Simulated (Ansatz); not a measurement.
NaH (NiAs type) was relaxed with 5 functionals in the plane-wave code Ansatz, cell and atoms free, the symmetry of the start kept (meshes: PBE 12×12×6, r2SCAN 12×12×4, PBEsol 12×12×4, LDA 12×12×4, HSE06 6×6×4). Computed, not measured; no magnetism was allowed, and whether the structure is a known phase isn't checked.

The r2SCAN result:
```cif
data_structure
_symmetry_space_group_name_H-M 'P6_3/mmc'
_symmetry_Int_Tables_number 194
_cell_length_a 3.3192
_cell_length_b 3.3192
_cell_length_c 5.8310
_cell_angle_alpha 90.000
_cell_angle_beta 90.000
_cell_angle_gamma 120.000
_cell_volume 55.63
loop_
_atom_site_label
_atom_site_type_symbol
_atom_site_symmetry_multiplicity
_atom_site_Wyckoff_symbol
_atom_site_fract_x
_atom_site_fract_y
_atom_site_fract_z
_atom_site_occupancy
Na1 Na 2 a 0.00000 0.00000 0.00000 1
H1 H 2 c 0.33333 0.66667 0.25000 1
```

It is hexagonal, P6_3/mmc (No. 194); a = 3.319 Å, c = 5.831 Å in the conventional setting, 13.91 Å³ an atom. Na has 6 H at 2.41 Å; H has 6 Na at 2.41 Å.

Problem. What lattice does HSE06 give?

Solution. a = 3.326 Å, c = 5.850 Å; the volume differs by +0.7 % from r2SCAN's. Na has 6 H at 2.41 Å; H has 6 Na at 2.41 Å.

Problem. What lattice does PBE give?

Solution. a = 3.345 Å, c = 5.885 Å; the volume differs by +2.5 % from r2SCAN's. Around Na lie 6 H at 2.43 Å; around H lie 6 Na at 2.43 Å.

Problem. Held at the r2SCAN cell, what mean stress do LDA and PBE find, and does its sign point to their own minimum?

Solution. Yes. LDA -1.53 GPa, and its relaxed volume is -6.3 % from r2SCAN's; PBE +0.58 GPa, and its relaxed volume is +2.5 % from r2SCAN's. Compression counts positive, so a positive stress asks for a larger cell.
